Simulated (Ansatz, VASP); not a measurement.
# Two plane-wave programs on KF

Contents of INCAR:

```
SYSTEM = KF
PREC = Accurate
ENCUT = 520
EDIFF = 1E-6
ISMEAR = -1
SIGMA = 0.02
LREAL = .False.
LASPH = .True.
NELM = 100
ALGO = Normal
ISIF = 2
LWAVE = .False.
LCHARG = .False.
GGA = PE
NBANDS = 15
```

Contents of KPOINTS:

```
Automatic mesh
0
Gamma
  8 8 8
  0 0 0
```

The input POSCAR:

```
KF
1.0
    0.0000000000      2.6589605554      2.6589605554
    2.6589605554      0.0000000000      2.6589605554
    2.6589605554      2.6589605554      0.0000000000
K F
1 1
Direct
    0.0000000000      0.0000000000      0.0000000000
    0.5000000000      0.5000000000      0.5000000000
```

Input for Ansatz:

```yaml
crystal:
  lattice:
    - [0.0, 2.6589605554, 2.6589605554]
    - [2.6589605554, 0.0, 2.6589605554]
    - [2.6589605554, 2.6589605554, 0.0]
  atoms:
    - { symbol: K, position: [0.0, 0.0, 0.0] }
    - { symbol: F, position: [0.5, 0.5, 0.5] }
kpoints:
  mp_grid: { grid: [8, 8, 8] }
  band_path:
    path:
      - [0.0, 0.0, 0.0]
      - [0.5, 0.0, 0.5]
      - [0.625, 0.25, 0.625]
      - [0.375, 0.375, 0.75]
      - [0.5, 0.5, 0.5]
      - [0.5, 0.25, 0.75]
    npoints: 1
hamiltonian:
  xc: pbe
scf:
  occupations: { method: fermi_dirac, width: 0.02 }
  n_extra_bands: 4
output:
  forces: true
  stress: true
  eigenvalues: true
```

The cell was built by a generator and needn't be a form met in nature.

Alike in both runs: task single point; functional PBE; k mesh 8 × 8 × 8; occupations fermi-dirac, width 0.02 eV; no spin polarisation.

```csv
,VASP,Ansatz
version,VASP 6.6.1,Ansatz 0.2.0
potentials or method,"VASP PAW PBE potentials, release 64 (K_sv, F)","plane waves, PAW"
plane-wave cutoff (eV),520,420
valence electrons in the cell,16,16
```

VASP gave:

```
gap on the k mesh at the Fermi level (eV) : 6.24
pressure (GPa)                            : 2.0
```

What did Ansatz give for the same quantities?

gap on the k mesh at the Fermi level (eV): 6.26; pressure (GPa): 1.9.

The functional is the same, so the differences come from potentials, cutoffs and numerics.

A k mesh can miss the band edges. Expect the measured gap to be larger: semilocal functionals such as PBE lack the derivative discontinuity.
